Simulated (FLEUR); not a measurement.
## YN under changes of volume

One of the cells (14.500 Å³/atom); the others are scaled copies at fixed shape and fractional positions:

```
Y N
1.0
     0.00000    2.43850    2.43850
     2.43850    0.00000    2.43850
     2.43850    2.43850    0.00000
Y N
1 1
Direct
  0.00000 0.00000 0.00000
  0.50000 0.50000 0.50000
```

- Program: FLEUR MaX-R8.1 (later development tree)
- Functional: PBE
- Potentials or basis: all-electron
- Basis: FLAPW
- Kmax: 4.42 1/bohr
- k mesh: 9 × 9 × 9
- Occupations: fermi-dirac, width 0.05 eV
- Spin: no spin polarisation

| volume (Å³/atom) | energy over the lowest point (meV/atom) | gap on the mesh (eV) |
| --- | --- | --- |
| 13.630 | 49.56 | 0.12 |
| 13.920 | 26.35 | 0.16 |
| 14.210 | 10.98 | 0.20 |
| 14.500 | ? | ? |
| 14.790 | 0.00 | 0.27 |
| 15.080 | 3.15 | 0.30 |
| 15.370 | 11.54 | 0.33 |

Question: What does the run at 14.500 Å³/atom give?

Answer: Energy over the lowest point 2.23 meV/atom; gap on the mesh 0.24 eV.

Worked out: A Birch-Murnaghan fit of order 3 (a polynomial in V^(-2/3)) to the other rows has its minimum at 14.76 Å³/atom with B0 = V·E''(V) = 159 GPa and B' = 4.2. It gives 2.34 meV/atom at 14.500 Å³/atom, against the run's 2.23. A straight line through the other rows of the gap, of slope 1.75 eV per unit of ln V, gives 0.23 eV, against the run's 0.24.

Energies are extrapolated to zero smearing.

Caveats: an odd mesh through Γ misses points on the zone boundary, where band edges often lie. Spin-orbit coupling on Y is left out.
